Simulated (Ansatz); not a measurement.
# Sb (P6_3/mmc) in Ansatz: reference runs

Reference runs on Sb: the cell as given and a disturbed copy.

Everything below comes from runs of Ansatz 0.2.0. Logs are shortened: lines on timing, memory, paths and dates and some standing lists are left out, and cuts for length are marked.

**1. Starting point**

Symmetry: P6_3/mmc, No. 194, hexagonal system. Conventional cell: a = 3.355 Å, b = 3.355 Å, c = 5.470 Å, α = 90.00°, β = 90.00°, γ = 120.00°. Sb (site symmetry -6m2) is surrounded by 12 Sb at 3.35 Å.

This isn't the form of Sb at room conditions, which is rhombohedral.

**2. Single point, PBE**

input.yaml

```yaml
crystal:
  lattice:
    - [3.3545324186, 0.0, 0.0]
    - [-1.6772662093, 2.9051102923, 0.0]
    - [0.0, 0.0, 5.47016065]
  atoms:
    - { symbol: Sb, position: [0.6666666667, 0.3333333333, 0.75] }
    - { symbol: Sb, position: [0.3333333333, 0.6666666667, 0.25] }
kpoints:
  mp_grid: { grid: [9, 9, 5] }
scf:
  occupations: { method: fermi_dirac, width: 0.05 }
hamiltonian:
  xc: pbe
  pseudopotentials: { kind: all_electron, lapw: { basis_error: 0.001 } }
output:
  forces: true
  stress: true
  eigenvalues: true
  populations: true
```

Potentials or basis: all-electron LAPW, scalar-relativistic.

Started as:

```console
$ ansatz run input.yaml --threads 1 --pin off --max-ram 3072MiB --backend cpu --events-out ev --progress --plain --runs-dir out
```

Standard output:

```text
Warning: RAYON_NUM_THREADS=1 ignored (pool sized by the plan → 1); use --threads N
Sb: projections on atomic orbitals take those of the free atom 1s2 2s2 2p6 3s2 3p6 3d10 4s2 4p6 4d10 5s2 5p3, of charge +0.00 (hamiltonian.pseudopotentials.projection_atoms)
LAPW: plane waves up to 6.405 Å⁻¹, error target 1.0e-3 eV per atom; small_component_spin mean_spin; Sb in spheres of 1.676 Å, 23 of its electrons in bands, Dirac shells [] (how accurate: hamiltonian.pseudopotentials.lapw.basis_error, Limitations)
Engine: ansatz 0.2.0, x86_64-unknown-linux-gnu
Pseudopotentials: kind: all_electron
Pseudopotential: Sb, LAPW, valence charge 23, lapw/all_electron/scalar/gaussian/Sb, Koelling and Harmon's equation, gaussian nucleus
Functional definition: PBE
  parameter kappa = 0.804
  parameter beta = 0.06672455060314922
  exchange = pbe_x(kappa = kappa, mu = beta*pi^2/3)
  correlation = pbe_c(beta = beta)
Crystal: 2 atoms, lattice volume = 53.308 Å³
Basis set: ecut = 156.3079702347908 eV, 245 PW (Γ), exchange–correlation at level 2
Bands: 28, of which v1, the nominal top of the filled ones, is band 23 counted from 1 (22 counted from 0)
Symmetry: 24 space group operations
Space group: P63/mmc (ITA 194), of the structure as read, at distance tolerance 3.8e-5 Å
k-points: 36 of 405
Non-local potential: Sb, projectors of the file, none
Initial density: superposition of atomic densities (chi_scale 0.1, normalization cell)
Initial wavefunctions: plane waves of lowest kinetic energy (no species holds an atomic orbital)
Functional: x = pbe(κ = 0.804, μ = 0.2195149727645171), c = pbe(β = 0.06672455060314922)
iter 1 solved again at ethr=1.28e-5 eV; its pass at ethr=1.00e-1 eV (dr2=5.87e-3 eV) is discarded
SCF iter   1: F=—  HF=-352735.837563 eV  |F-HF|=—  |Δ(HF+E_count)|=         —  Δρ=4.25e-3  dr2=5.95e-3  ethr=1.28e-5  ⟨swp⟩=3.8  Hψ=7184  notcnv=0
preconditioner: auto → Kerker (q_TF=auto, 2.662 Å⁻¹)  [metal: Δε(μ)=0.039 eV  Ē_g=9.461 eV  σ=0.050 eV  W_gap=0.19  n_scr=22 (ndim 8)  ℏωp=16.1 eV  f_vac=0.000  D(μ)=1.56/eV (n_scr^D=10)]
SCF iter   2: F=—  HF=-352735.823703 eV  |F-HF|=—  |Δ(HF+E_count)|=   1.39e-2  Δρ=2.54e-3  dr2=2.57e-3  ethr=1.28e-5  ⟨swp⟩=2.0  Hψ=2991  notcnv=0
SCF iter   3: F=—  HF=-352735.823016 eV  |F-HF|=—  |Δ(HF+E_count)|=   6.88e-4  Δρ=1.22e-3  dr2=7.71e-4  ethr=5.60e-6  ⟨swp⟩=2.0  Hψ=2994  notcnv=0
SCF iter   4: F=—  HF=-352735.823094 eV  |F-HF|=—  |Δ(HF+E_count)|=   7.84e-5  Δρ=6.35e-4  dr2=2.50e-4  ethr=1.68e-6  ⟨swp⟩=2.0  Hψ=2990  notcnv=0
iter 5 solved again at ethr=1.98e-8 eV; its pass at ethr=5.44e-7 eV (dr2=9.12e-6 eV) is discarded
SCF iter   5: F=—  HF=-352735.823188 eV  |F-HF|=—  |Δ(HF+E_count)|=   9.42e-5  Δρ=1.18e-4  dr2=9.08e-6  ethr=1.98e-8  ⟨swp⟩=2.0  Hψ=5051  notcnv=0
SCF iter   6: F=—  HF=-352735.823190 eV  |F-HF|=—  |Δ(HF+E_count)|=   1.59e-6  Δρ=3.35e-5  dr2=4.93e-7  ethr=1.97e-8  ⟨swp⟩=2.0  Hψ=2990  notcnv=0
SCF iter   7: F=-352735.823190 eV  HF=-352735.823190 eV  |F-HF|=1.24e-8  |Δ(HF+E_count)|=   2.28e-7  Δρ=7.99e-6  dr2=4.03e-8  ethr=1.07e-9  ⟨swp⟩=2.9  Hψ=3054  notcnv=0
SCF 1 converged in 7 iterations: F = -352735.823190 eV  dr2 = 4.03e-8
SCF converged after 7 iterations
Free energy (F): -352735.823190 eV
Harris-Foulkes:  -352735.823190 eV  (|F-HF|=1.24e-8)
Internal energy: -352735.811184 eV  (E = F + TS)
E sigma→0 (E₀):  -352735.817187 eV
Entropy (-TS):   -0.012006 eV (-6.003 meV/atom)
Fermi energy:    14.734642 eV
--- Per-component energies (eV) ---
  E_band       = -1705.668960
  E_kinetic    = 371743.163536
  E_xc         = -9287.477045
  E_electrostatic = -715191.497675  (all electrons and nuclei)
  E_smearing   = -0.012006  (= −TS)
  E_closure    = 0.000000  (closes the sum)
  E_atoms      = -352728.128962  (free atoms, spherical and without spin; not in F)
  Σ components = -352735.823190   (vs F -352735.823190, Δ=0.00e0)
  Basis errors (estimates in eV, not in F): energy 2.2e-4 per atom: plane waves 2.2e-4 (1.1e-4 summed), levels above the bands 1.9e-61, relativity 2.3e-8, radial functions 4.6e-6, core shells 3.2e-11; eigenvalues (radial functions only) 4.7e-6; not estimated: angular momenta, meshes, grids; target (lapw.basis_error) 1.0e-3; muffin-tin radii Sb 1.676 Å
--- Forces (eV/Å), atoms counted from 1 ---
  atom   1  Sb     0.00000000     0.00000000     0.00000000
  atom   2  Sb    -0.00000000    -0.00000000     0.00000000
  max |Σ_I F_I| component: 1.16e-18 eV/Å
--- Stress (GPa, compression-positive) ---
        1.582840      -0.000000       0.000000
        0.000000       1.582840       0.000000
        0.000000       0.000000       1.301963
  P = ⅓ Tr σ = 1.4892 GPa (14.892 kbar)
--- Band table (eV; the first three rows and the last of 36) ---
  k-point 0: bands = ["-129.7061", "-129.7060", "-82.6815", "-82.6800", "-82.6721", "-82.6721", "-82.6718", "-82.6718", "-14.5156", "-14.5064", "-14.4978", "-14.4978", "-14.4934", "-14.4934", "-14.4886", "-14.4886", "-14.4369", "-14.4369", "1.8224", "5.6614", "8.9482", "18.4337", "18.4337", "20.0864", "20.0864", "20.3241", "22.6978", "23.9095"]
  k-point 1: bands = ["-129.7061", "-129.7060", "-82.6813", "-82.6801", "-82.6721", "-82.6721", "-82.6719", "-82.6719", "-14.5146", "-14.5071", "-14.5030", "-14.5030", "-14.4959", "-14.4959", "-14.4780", "-14.4780", "-14.4398", "-14.4398", "2.0229", "4.8298", "10.1850", "18.5282", "18.5825", "18.5825", "19.9364", "19.9364", "22.8470", "24.2086"]
  k-point 2: bands = ["-129.7061", "-129.7061", "-82.6810", "-82.6805", "-82.6720", "-82.6720", "-82.6719", "-82.6719", "-14.5121", "-14.5092", "-14.5047", "-14.5047", "-14.5012", "-14.5012", "-14.4623", "-14.4623", "-14.4486", "-14.4486", "2.6202", "3.5916", "12.6219", "15.5185", "18.9882", "18.9882", "19.5147", "19.5147", "23.2975", "24.0485"]
  k-point 35: bands = ["-129.7060", "-129.7060", "-82.6807", "-82.6807", "-82.6728", "-82.6728", "-82.6728", "-82.6727", "-14.5139", "-14.5139", "-14.4993", "-14.4706", "-14.4599", "-14.4596", "-14.4596", "-14.4557", "-14.4362", "-14.4362", "6.9418", "6.9418", "10.6481", "10.6481", "11.1359", "12.0682", "17.4651", "17.4651", "21.5582", "22.9697"]
--- Löwdin populations: 2 sites ---
  site symbol       q [e]
     0     Sb     50.9406
     1     Sb     50.9406
  spilling = 0.001164 (of n_electrons = 102.000000)
```

Run time: 6.8 s. Hardware: 1 thread of AMD EPYC 7R43 (Zen 3), shared host; peak memory 0.31 GiB.

Results:

```
Free energy            : -352735.8232 eV
Pressure               : 1.5 GPa
Band gap on the k mesh : none (metal or under the smearing width)
```

Levels at points of the mesh, in eV from the Fermi level:
```csv
k point,band 21,band 22,band 23,band 24,band 25,band 26
"(0.00, 0.00, 0.00)",-5.79,3.70,3.70,5.35,5.35,5.59
```

Spin-orbit coupling is left out, which matters for the levels of Sb.

**3. Single point, PBE (atoms moved at random, drawn with an rms of 0.05 Å)**

input.yaml, as its differences from that of step 2:

```diff
@@ -6,4 +6,4 @@
   atoms:
-    - { symbol: Sb, position: [0.6666666667, 0.3333333333, 0.75] }
-    - { symbol: Sb, position: [0.3333333333, 0.6666666667, 0.25] }
+    - { symbol: Sb, position: [0.678186, 0.334473, 0.751546] }
+    - { symbol: Sb, position: [0.320961, 0.662566, 0.255606] }
 kpoints:
```

Potentials or basis: all-electron LAPW, scalar-relativistic.

Started as:

```console
$ ansatz run input.yaml --threads 1 --pin off --max-ram 3072MiB --backend cpu --events-out ev --progress --plain --runs-dir out
```

Standard output:

```text
Warning: RAYON_NUM_THREADS=1 ignored (pool sized by the plan → 1); use --threads N
Sb: projections on atomic orbitals take those of the free atom 1s2 2s2 2p6 3s2 3p6 3d10 4s2 4p6 4d10 5s2 5p3, of charge +0.00 (hamiltonian.pseudopotentials.projection_atoms)
LAPW: plane waves up to 6.565 Å⁻¹, error target 1.0e-3 eV per atom; small_component_spin mean_spin; Sb in spheres of 1.647 Å, 23 of its electrons in bands, Dirac shells [] (how accurate: hamiltonian.pseudopotentials.lapw.basis_error, Limitations)
Engine: ansatz 0.2.0, x86_64-unknown-linux-gnu
Pseudopotentials: kind: all_electron
[... 51 lines left out ...]
        0.019033       0.007603       1.315226
  P = ⅓ Tr σ = 1.5277 GPa (15.277 kbar)
--- Band table (eV; the first three rows and the last of 203) ---
  k-point 0: bands = ["-129.7050", "-129.7049", "-82.6807", "-82.6792", "-82.6716", "-82.6713", "-82.6702", "-82.6699", "-14.5154", "-14.5068", "-14.4964", "-14.4953", "-14.4935", "-14.4928", "-14.4906", "-14.4826", "-14.4395", "-14.4327", "1.8209", "5.6629", "8.9474", "18.3380", "18.5380", "19.9514", "20.2129", "20.3280", "22.7031", "23.9062"]
  k-point 1: bands = ["-129.7050", "-129.7050", "-82.6806", "-82.6793", "-82.6716", "-82.6713", "-82.6701", "-82.6700", "-14.5144", "-14.5071", "-14.5026", "-14.5009", "-14.4952", "-14.4940", "-14.4800", "-14.4734", "-14.4414", "-14.4365", "2.0212", "4.8311", "10.1846", "18.4792", "18.5487", "18.6748", "19.8354", "20.0298", "22.8504", "24.2049"]
  k-point 2: bands = ["-129.7050", "-129.7050", "-82.6802", "-82.6797", "-82.6715", "-82.6714", "-82.6701", "-82.6700", "-14.5119", "-14.5088", "-14.5036", "-14.5035", "-14.5004", "-14.4993", "-14.4632", "-14.4594", "-14.4478", "-14.4472", "2.6165", "3.5947", "12.6212", "15.5205", "18.9401", "19.0359", "19.4935", "19.5354", "23.2956", "24.0530"]
  k-point 202: bands = ["-129.7050", "-129.7049", "-82.6801", "-82.6797", "-82.6725", "-82.6723", "-82.6706", "-82.6703", "-14.5264", "-14.5192", "-14.5005", "-14.4914", "-14.4801", "-14.4624", "-14.4436", "-14.4420", "-14.4319", "-14.4243", "4.7536", "6.9286", "10.2115", "12.3108", "13.0813", "14.4097", "16.5500", "17.1879", "21.4216", "21.6549"]
--- Löwdin populations: 2 sites ---
  site symbol       q [e]
     0     Sb     50.9409
     1     Sb     50.9409
  spilling = 0.001159 (of n_electrons = 102.000000)
```

populations.tsv:

```text
# site	symbol	l	j	q
# orbitals = lowdin
# n_electrons = 102.000000
# spilling = 0.001159
# projection_atom_Sb: 1s2 2s2 2p6 3s2 3p6 3d10 4s2 4p6 4d10 5s2 5p3
0	Sb	0_1S	-	2.000000
0	Sb	0_2S	-	1.999991
0	Sb	0_3S	-	1.999868
0	Sb	0_4S	-	1.998212
0	Sb	0_5S	-	1.897797
0	Sb	1_2P	-	6.000000
0	Sb	1_3P	-	5.999987
0	Sb	1_4P	-	5.998501
0	Sb	1_5P	-	3.047809
0	Sb	2_3D	-	10.000000
0	Sb	2_4D	-	9.998719
1	Sb	0_1S	-	2.000000
1	Sb	0_2S	-	1.999991
1	Sb	0_3S	-	1.999868
1	Sb	0_4S	-	1.998212
1	Sb	0_5S	-	1.897797
1	Sb	1_2P	-	6.000000
1	Sb	1_3P	-	5.999987
1	Sb	1_4P	-	5.998501
1	Sb	1_5P	-	3.047809
1	Sb	2_3D	-	10.000000
1	Sb	2_4D	-	9.998719
```

It took 42 s on 1 thread of AMD EPYC 7R43 (Zen 3), shared host; peak memory 0.57 GiB.

What came out:

```
Free energy            : -352735.8248 eV
Pressure               : 1.5 GPa
Largest force          : 0.037 eV/Å
Band gap on the k mesh : none (metal or under the smearing width)
```

Forces on the atoms (eV/Å):
```
Sb   0.025  0.006 -0.027
Sb  -0.025 -0.006  0.027
```

The run has no spin-orbit coupling, so splittings on Sb are missing.
